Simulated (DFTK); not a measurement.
# BN (F-43m) in DFTK: reference runs

How does BN come out in PBEsol? The cell is run as given, and energy against volume gives the equilibrium volume and stiffness.

Program: DFTK 0.8.2. These are calculated values, not measurements. Logs are shortened: lines on timing, memory, paths and dates and some standing lists are left out, and cuts for length are marked.

**What was measured.**

“Effect of nanostructuration on compressibility of cubic BN”, 2012, arxiv:1208.3664 quotes, for a bulk crystal of BN at 300 K: bulk modulus 395 ± 2 GPa.

The runs below are set against these values where they give the same quantity.

## Step 1: The crystal as given

The structure is cubic, space group F-43m (No. 216). The conventional cell has a = 3.626 Å, b = 3.626 Å, c = 3.626 Å, α = 90.00°, β = 90.00°, γ = 90.00°. N (site symmetry -43m) has 4 B at 1.57 Å as nearest neighbours. B (site symmetry -43m) is surrounded by 4 N at 1.57 Å.

The cell is a database's computed one.

## Step 2: Single point, PBEsol

Input file run.jl:

```julia
using DFTK
using PseudoPotentialData
using Unitful, UnitfulAtomic
using LinearAlgebra, Printf
include("save.jl")
disable_threading()

# lattice vectors are the columns
lattice = austrip(1u"Å") * [           0.0       1.813001       1.813001;
                 1.813001            0.0       1.813001;
                 1.813001       1.813001            0.0]
symbols   = [:N, :B]
positions = [[0.25, 0.25, 0.25],
             [0.0, 0.0, 0.0]]
pseudopotentials = PseudoFamily("dojo.nc.sr.pbesol.v0_4_1.standard.upf")
elements = Dict(s => ElementPsp(s, pseudopotentials) for s in unique(symbols))
atoms    = [elements[s] for s in symbols]

build_model(lattice, positions; symmetries=true) =
    model_DFT(lattice, atoms, positions;
              functionals=PBEsol(),
              temperature=austrip(0.05u"eV"),
              smearing=Smearing.FermiDirac(),
              symmetries)
Ecut  = 42.0  # hartree
kgrid = [13, 13, 13]
tol   = 1e-6
to_GPa = ustrip(uconvert(u"GPa", 1u"hartree/bohr^3"))

model = build_model(lattice, positions)
basis = PlaneWaveBasis(model; Ecut, kgrid)
display(basis)
scfres = self_consistent_field(basis;
                               tol,
                               nbandsalg=AdaptiveBands(model; n_bands_converge=9))
display(scfres.energies)
@printf "Fermi level: %.6f eV\n" ustrip(auconvert(u"eV", something(scfres.εF, NaN)))
forces = compute_forces_cart(scfres)
println("Forces (eV/Å)")
for (s, f) in zip(symbols, forces)
    @printf "%-3s %12.6f %12.6f %12.6f\n" s ustrip.(auconvert.(u"eV/Å", f))...
end
stress = compute_stresses_cart(scfres)
println("Stress (GPa)")
display(round.(stress * to_GPa; digits=4))
println("Levels at the first k-point (eV): ", round.(ustrip.(auconvert.(u"eV", scfres.eigenvalues[1][1:scfres.n_bands_converge])); digits=4))
save_scf!(scfres; forces, stress)
```

Potentials or basis: dojo.nc.sr.pbesol.v0_4_1.standard.upf (PBEsol).

Launch:

```console
julia --threads=1 run.jl  # save.jl only writes the numbers to a file and isn't shown; printed stress counts tension as positive; times include loading and compiling
```

The log of the run:

```text
PlaneWaveBasis discretization:

    Ecut                 : 42.0 Ha
    fft_size             : (32, 32, 32), 32768 total points
    kgrid                : MonkhorstPack([13, 13, 13])
    num.   red. kpoints  : 2197
    num. irred. kpoints  : 140

    Discretized Model(gga_x_pbe_sol+gga_c_pbe_sol, 3D):
        lattice (in Bohr)    : [0         , 3.42608   , 3.42608   ]
                               [3.42608   , 0         , 3.42608   ]
                               [3.42608   , 3.42608   , 0         ]
        unit cell volume     : 80.43 Bohr³

        atoms                : BN
        pseudopot. family    : PseudoFamily("dojo.nc.sr.pbesol.v0_4_1.standard.upf")

        num. electrons       : 8
        spin polarization    : none
        temperature          : 0.0018375 Ha
        smearing             : DFTK.Smearing.FermiDirac()

        terms                : Kinetic()
                               AtomicLocal()
                               AtomicNonlocal()
                               Ewald(nothing)
                               PspCorrection()
                               Hartree()
                               Xc(gga_x_pbe_sol, gga_c_pbe_sol)
                               Entropy()
n     Energy            log10(ΔE)   log10(Δρ)   Diag   Δtime
---   ---------------   ---------   ---------   ----   ------
  1   -13.33815791895                   -0.66    3.6    4.90s
  2   -13.35156076316       -1.87       -0.81    2.0    2.09s
  3   -13.37192411994       -1.69       -1.90    3.0    2.90s
  4   -13.37195755991       -4.48       -2.77    1.1    1.94s
  5   -13.37195821498       -6.18       -3.66    2.1    2.22s
  6   -13.37195825840       -7.36       -4.36    2.2    2.56s
  7   -13.37195825875       -9.45       -5.08    2.2    2.31s
  8   -13.37195825877      -10.85       -5.84    2.2    2.43s
  9   -13.37195825877      -11.87       -6.59    2.1    2.24s
Energy breakdown (in Ha):
    Kinetic             9.3506126
    AtomicLocal         -6.8122824
    AtomicNonlocal      -1.0707215
    Ewald               -13.1304314
    PspCorrection       0.8421318
    Hartree             1.7751398
    Xc                  -4.3264071
    Entropy             0.0000000

    total               -13.371958258768
Fermi level: 10.321042 eV
Forces (eV/Å)
N      -0.000000    -0.000000    -0.000000
B      -0.000000    -0.000000    -0.000000
Stress (GPa)
3×3 StaticArraysCore.SMatrix{3, 3, Float64, 9} with indices SOneTo(3)×SOneTo(3):
 5.7226  0.0     0.0
 0.0     5.7226  0.0
 0.0     0.0     5.7226
Levels at the first k-point (eV): [-12.0208, 8.1181, 8.1181, 8.1181, 16.9011, 16.9011, 16.9011, 18.2479, 32.4465]
```

Wall time 69 s (1 thread of AMD EPYC 9R45 (Zen 5), shared host); peak memory 1.8 GiB.

Results:

```yaml
Free_energy: -363.8695 eV
Pressure: -5.7 GPa
Band_gap_on_the_k_mesh: 4.41 eV, indirect (least direct gap 8.78 eV)
```

Caveat: an odd mesh through Γ misses points on the zone boundary, where band edges often lie.

## Step 3: Equation of state, PBEsol

Input file run.jl:

```julia
using DFTK
using PseudoPotentialData
using Unitful, UnitfulAtomic
using LinearAlgebra, Printf
include("save.jl")
disable_threading()

# lattice vectors are the columns
lattice = austrip(1u"Å") * [           0.0       1.813001       1.813001;
                 1.813001            0.0       1.813001;
                 1.813001       1.813001            0.0]
symbols   = [:N, :B]
positions = [[0.25, 0.25, 0.25],
             [0.0, 0.0, 0.0]]
pseudopotentials = PseudoFamily("dojo.nc.sr.pbesol.v0_4_1.standard.upf")
elements = Dict(s => ElementPsp(s, pseudopotentials) for s in unique(symbols))
atoms    = [elements[s] for s in symbols]

build_model(lattice, positions; symmetries=true) =
    model_DFT(lattice, atoms, positions;
              functionals=PBEsol(),
              temperature=austrip(0.05u"eV"),
              smearing=Smearing.FermiDirac(),
              symmetries)
Ecut  = 42.0  # hartree
kgrid = [13, 13, 13]
tol   = 1e-6
to_GPa = ustrip(uconvert(u"GPa", 1u"hartree/bohr^3"))

results["points"] = []
for scale in [0.94, 0.96, 0.98, 1.0, 1.02, 1.04, 1.06]
    println("\n=== scale = ", scale)
    model = build_model(cbrt(scale) * lattice, positions)
    basis = PlaneWaveBasis(model; Ecut, kgrid)
    t0 = time()
    scfres = self_consistent_field(basis;
                                   tol,
                                   nbandsalg=AdaptiveBands(model; n_bands_converge=9))
    seconds = time() - t0
    @printf "SCF: %d iterations, %.1f s\n" scfres.n_iter seconds
    forces = compute_forces_cart(scfres)
    stress = compute_stresses_cart(scfres)
    @printf "V = %.5f Å^3  F = %.8f Ha  max force = %.5f eV/Å  p = %.4f GPa\n" ustrip(auconvert(u"Å^3", model.unit_cell_volume)) scfres.energies.total ustrip(auconvert(u"eV/Å", maximum(norm, forces))) (-tr(stress) / 3 * to_GPa)
    push!(results["points"], save_scf!(scfres; forces, stress, d=Dict{String,Any}("seconds" => seconds, "n_matvec" => get(scfres, :n_matvec, 0))))
end

# third-order Birch-Murnaghan fit in x = V^(-2/3)
V = [0.94, 0.96, 0.98, 1.0, 1.02, 1.04, 1.06] * abs(det(lattice))
E = [p["total"] for p in results["points"]]
x = V .^ (-2 / 3)
c = [x .^ 0 x x .^ 2 x .^ 3] \ E
Δ = c[3]^2 - 3c[2] * c[4]
if Δ > 0
    x0 = (-c[3] + sqrt(Δ)) / 3c[4]
    B0 = 4 / 9 * x0^(7 / 2) * (2c[3] + 6c[4] * x0)
    @printf "V0 = %.4f Å^3  B0 = %.2f GPa\n" ustrip(auconvert(u"Å^3", x0^(-3 / 2))) B0 * to_GPa
end
```

Potentials or basis: dojo.nc.sr.pbesol.v0_4_1.standard.upf (PBEsol).

Launch:

```console
julia --threads=1 run.jl  # save.jl only writes the numbers to a file and isn't shown; printed stress counts tension as positive; times include loading and compiling
```

The log of the run:

```text
=== scale = 0.94
n     Energy            log10(ΔE)   log10(Δρ)   Diag   Δtime
---   ---------------   ---------   ---------   ----   ------
  1   -13.33658673407                   -0.64    3.6    4.09s
  2   -13.35185316233       -1.82       -0.81    2.0    3.06s
  3   -13.37087257353       -1.72       -1.90    3.0    3.22s
  4   -13.37092011749       -4.32       -2.73    1.1    2.17s
  5   -13.37092114246       -5.99       -3.54    2.0    2.05s
  6   -13.37092120200       -7.23       -4.18    2.1    2.76s
  7   -13.37092120351       -8.82       -5.01    2.0    2.54s
  8   -13.37092120354      -10.52       -5.50    2.5    2.75s
  9   -13.37092120354      -11.34       -6.36    1.8    2.35s
SCF: 9 iterations, 25.3 s
V = 11.20346 Å^3  F = -13.37092120 Ha  max force = 0.00000 eV/Å  p = 19.5435 GPa

=== scale = 0.96
n     Energy            log10(ΔE)   log10(Δρ)   Diag   Δtime
---   ---------------   ---------   ---------   ----   ------
  1   -13.33760688900                   -0.64    3.6    3.98s
  2   -13.35221554542       -1.84       -0.81    2.0    2.82s
  3   -13.37169035736       -1.71       -1.90    3.0    3.25s
  4   -13.37173297158       -4.37       -2.74    1.1    1.56s
  5   -13.37173386578       -6.05       -3.58    2.0    2.58s
  6   -13.37173391945       -7.27       -4.24    2.1    2.81s
  7   -13.37173392042       -9.01       -5.00    2.0    2.42s
  8   -13.37173392045      -10.60       -5.59    2.3    2.69s
  9   -13.37173392045      -11.47       -6.75    1.9    2.40s
SCF: 9 iterations, 24.8 s
V = 11.44183 Å^3  F = -13.37173392 Ha  max force = 0.00000 eV/Å  p = 10.3112 GPa

=== scale = 0.98
n     Energy            log10(ΔE)   log10(Δρ)   Diag   Δtime
---   ---------------   ---------   ---------   ----   ------
  1   -13.33811704538                   -0.65    3.6    3.74s
  2   -13.35210497108       -1.85       -0.81    2.0    1.90s
  3   -13.37202626422       -1.70       -1.90    3.0    2.88s
  4   -13.37206423873       -4.42       -2.76    1.1    1.91s
  5   -13.37206501130       -6.11       -3.62    2.0    2.35s
  6   -13.37206506002       -7.31       -4.30    2.2    2.55s
  7   -13.37206506062       -9.22       -5.03    2.1    2.24s
  8   -13.37206506064      -10.73       -5.70    2.3    1.84s
  9   -13.37206506064      -11.66       -6.31    2.0    2.22s
SCF: 9 iterations, 22.4 s
V = 11.68020 Å^3  F = -13.37206506 Ha  max force = 0.00000 eV/Å  p = 1.9150 GPa

=== scale = 1.0
n     Energy            log10(ΔE)   log10(Δρ)   Diag   Δtime
---   ---------------   ---------   ---------   ----   ------
  1   -13.33815789291                   -0.66    3.6    3.64s
  2   -13.35155896151       -1.87       -0.81    2.0    2.51s
  3   -13.37192412559       -1.69       -1.90    3.0    2.35s
  4   -13.37195755881       -4.48       -2.77    1.1    1.91s
  5   -13.37195821494       -6.18       -3.66    2.1    2.30s
  6   -13.37195825840       -7.36       -4.36    2.2    2.54s
  7   -13.37195825875       -9.45       -5.08    2.2    2.25s
  8   -13.37195825877      -10.86       -5.84    2.2    2.39s
  9   -13.37195825877      -11.87       -6.59    2.1    2.36s
SCF: 9 iterations, 22.5 s
V = 11.91857 Å^3  F = -13.37195826 Ha  max force = 0.00000 eV/Å  p = -5.7226 GPa

=== scale = 1.02
n     Energy            log10(ΔE)   log10(Δρ)   Diag   Δtime
---   ---------------   ---------   ---------   ----   ------
  1   -13.33777339567                   -0.66    3.5    3.62s
  2   -13.35062874373       -1.89       -0.81    2.0    1.93s
  3   -13.37142322684       -1.68       -1.91    3.0    2.97s
  4   -13.37145242241       -4.53       -2.78    1.1    1.92s
  5   -13.37145297437       -6.26       -3.71    2.1    2.34s
  6   -13.37145301245       -7.42       -4.43    2.3    2.63s
  7   -13.37145301264       -9.73       -5.16    2.1    2.22s
  8   -13.37145301264      -11.04       -6.04    2.3    2.40s
SCF: 8 iterations, 20.2 s
V = 12.15694 Å^3  F = -13.37145301 Ha  max force = 0.00000 eV/Å  p = -12.6712 GPa

=== scale = 1.04
n     Energy            log10(ΔE)   log10(Δρ)   Diag   Δtime
---   ---------------   ---------   ---------   ----   ------
  1   -13.33699642803                   -0.67    3.5    3.67s
  2   -13.34934052518       -1.91       -0.81    2.0    2.55s
  3   -13.37055947461       -1.67       -1.91    3.0    2.94s
  4   -13.37058466908       -4.60       -2.80    1.1    1.34s
  5   -13.37058512797       -6.34       -3.77    2.1    2.70s
  6   -13.37058516071       -7.48       -4.48    2.5    2.86s
  7   -13.37058516081      -10.02       -5.25    2.1    2.17s
  8   -13.37058516082      -11.20       -6.35    2.4    2.43s
SCF: 8 iterations, 20.9 s
V = 12.39531 Å^3  F = -13.37058516 Ha  max force = 0.00000 eV/Å  p = -18.9947 GPa

=== scale = 1.06
n     Energy            log10(ΔE)   log10(Δρ)   Diag   Δtime
---   ---------------   ---------   ---------   ----   ------
  1   -13.33586459452                   -0.68    3.5    3.60s
  2   -13.34773493988       -1.93       -0.81    2.0    2.53s
  3   -13.36936542869       -1.66       -1.91    3.0    2.94s
  4   -13.36938706693       -4.66       -2.81    1.1    1.34s
  5   -13.36938746065       -6.40       -3.83    2.1    2.36s
  6   -13.36938748906       -7.55       -4.54    2.6    2.74s
  7   -13.36938748913      -10.18       -5.35    2.0    2.22s
  8   -13.36938748913      -11.25       -6.59    2.5    2.44s
SCF: 8 iterations, 20.9 s
V = 12.63368 Å^3  F = -13.36938749 Ha  max force = 0.00000 eV/Å  p = -24.7473 GPa
V0 = 11.7382 Å^3  B0 = 385.15 GPa
```

Wall time 6.2 min (1 thread of Intel Xeon 6975P-C (Granite Rapids), shared host); peak memory 1.8 GiB.

Results:

```yaml
Equilibrium_volume: 5.87 Å³/atom
Bulk_modulus: 385 GPa
Pressure_derivative_of_the_bulk_modulus: 3.7
```

Energy against volume, from the lowest point:
| volume (Å³/atom) | energy (meV/atom) |
| --- | --- |
| 5.602 | 15.56 |
| 5.721 | 4.51 |
| 5.840 | 0.00 |
| 5.959 | 1.45 |
| 6.078 | 8.33 |
| 6.198 | 20.14 |
| 6.317 | 36.43 |

## Step 4: Single point, PBEsol, 5.60 Å³/atom (volume scaled by 0.94)

run.jl is that of step 3.

Potentials or basis: dojo.nc.sr.pbesol.v0_4_1.standard.upf (PBEsol).

Launch:

```console
julia --threads=1 run.jl  # one pass of the loop, scale = 0.94; save.jl only writes the numbers to a file and isn't shown; printed stress counts tension as positive; times include loading and compiling
```

The log of the run:

```text
=== scale = 0.94
n     Energy            log10(ΔE)   log10(Δρ)   Diag   Δtime
---   ---------------   ---------   ---------   ----   ------
  1   -13.33658673407                   -0.64    3.6    4.09s
  2   -13.35185316233       -1.82       -0.81    2.0    3.06s
  3   -13.37087257353       -1.72       -1.90    3.0    3.22s
  4   -13.37092011749       -4.32       -2.73    1.1    2.17s
  5   -13.37092114246       -5.99       -3.54    2.0    2.05s
  6   -13.37092120200       -7.23       -4.18    2.1    2.76s
  7   -13.37092120351       -8.82       -5.01    2.0    2.54s
  8   -13.37092120354      -10.52       -5.50    2.5    2.75s
  9   -13.37092120354      -11.34       -6.36    1.8    2.35s
SCF: 9 iterations, 25.3 s
V = 11.20346 Å^3  F = -13.37092120 Ha  max force = 0.00000 eV/Å  p = 19.5435 GPa
```

It took 25 s on 1 thread of Intel Xeon 6975P-C (Granite Rapids), shared host.

What came out:

* Free energy: -363.8413 eV
* Pressure: 19.5 GPa
* Band gap on the k mesh: 4.48 eV, indirect (least direct gap 9.08 eV)

Caveat: an odd mesh through Γ misses points on the zone boundary, where band edges often lie.

## Step 5: Single point, PBEsol, 5.72 Å³/atom (volume scaled by 0.96)

run.jl is that of step 4.

Launch:

```console
julia --threads=1 run.jl  # one pass of the loop, scale = 0.96; save.jl only writes the numbers to a file and isn't shown; printed stress counts tension as positive; times include loading and compiling
```

Wall time 25 s (1 thread of Intel Xeon 6975P-C (Granite Rapids), shared host).

It converged, with:

```
Free energy            : -363.8634 eV
Pressure               : 10.3 GPa
Band gap on the k mesh : 4.46 eV, indirect (least direct gap 8.98 eV)
```

Caveat: an odd mesh through Γ misses points on the zone boundary, where band edges often lie.

## Step 6: Single point, PBEsol, 5.84 Å³/atom (volume scaled by 0.98)

run.jl is that of step 5.

Potentials or basis: dojo.nc.sr.pbesol.v0_4_1.standard.upf (PBEsol).

Launch:

```console
julia --threads=1 run.jl  # one pass of the loop, scale = 0.98; save.jl only writes the numbers to a file and isn't shown; printed stress counts tension as positive; times include loading and compiling
```

Run time: 22 s. Hardware: 1 thread of Intel Xeon 6975P-C (Granite Rapids), shared host.

It converged, with:

| Quantity | Value |
| --- | --- |
| Free energy | -363.8724 eV |
| Pressure | 1.9 GPa |
| Band gap on the k mesh | 4.43 eV, indirect (least direct gap 8.88 eV) |

Caveat: an odd mesh through Γ misses points on the zone boundary, where band edges often lie.

## Step 7: Single point, PBEsol, 5.96 Å³/atom

run.jl is that of step 6.

Launch:

```console
julia --threads=1 run.jl  # one pass of the loop, scale = 1.0; save.jl only writes the numbers to a file and isn't shown; printed stress counts tension as positive; times include loading and compiling
```

It took 22 s on 1 thread of Intel Xeon 6975P-C (Granite Rapids), shared host.

It converged, with:

- Free energy: -363.8695 eV
- Pressure: -5.7 GPa
- Band gap on the k mesh: 4.41 eV, indirect (least direct gap 8.78 eV)

Caveat: an odd mesh through Γ misses points on the zone boundary, where band edges often lie.

## Step 8: Single point, PBEsol, 6.08 Å³/atom (volume scaled by 1.02)

run.jl is that of step 7.

Launch:

```console
julia --threads=1 run.jl  # one pass of the loop, scale = 1.02; save.jl only writes the numbers to a file and isn't shown; printed stress counts tension as positive; times include loading and compiling
```

It took 20 s on 1 thread of Intel Xeon 6975P-C (Granite Rapids), shared host.

Results (log left out):

* Free energy: -363.8558 eV
* Pressure: -12.7 GPa
* Band gap on the k mesh: 4.38 eV, indirect (least direct gap 8.69 eV)

Caveat: an odd mesh through Γ misses points on the zone boundary, where band edges often lie.

## Step 9: Single point, PBEsol, 6.20 Å³/atom (volume scaled by 1.04)

run.jl is that of step 8.

Potentials or basis: dojo.nc.sr.pbesol.v0_4_1.standard.upf (PBEsol).

Launch:

```console
julia --threads=1 run.jl  # one pass of the loop, scale = 1.04; save.jl only writes the numbers to a file and isn't shown; printed stress counts tension as positive; times include loading and compiling
```

Run time: 21 s. Hardware: 1 thread of Intel Xeon 6975P-C (Granite Rapids), shared host.

The run converged. Its results:

```
Free energy            : -363.8322 eV
Pressure               : -19.0 GPa
Band gap on the k mesh : 4.35 eV, indirect (least direct gap 8.59 eV)
```

Caveat: an odd mesh through Γ misses points on the zone boundary, where band edges often lie.

## Step 10: Single point, PBEsol, 6.32 Å³/atom (volume scaled by 1.06)

run.jl is that of step 9.

Launch:

```console
julia --threads=1 run.jl  # one pass of the loop, scale = 1.06; save.jl only writes the numbers to a file and isn't shown; printed stress counts tension as positive; times include loading and compiling
```

Wall time 21 s (1 thread of Intel Xeon 6975P-C (Granite Rapids), shared host).

Results (log left out):

- Free energy: -363.7996 eV
- Pressure: -24.7 GPa
- Band gap on the k mesh: 4.33 eV, indirect (least direct gap 8.50 eV)

Caveat: an odd mesh through Γ misses points on the zone boundary, where band edges often lie.

## Step 11: How close it comes

Step 2. The gap isn't set beside the measured one, since this odd mesh misses points on the zone boundary.

Step 3. Measured bulk modulus of BN: 395 GPa (300 K; quoted in “Effect of nanostructuration on compressibility of cubic BN”, 2012, arxiv:1208.3664). This calculation gives 385 GPa (-2.5 %). The fit is for a static lattice scaled at fixed shape and fixed fractional positions.
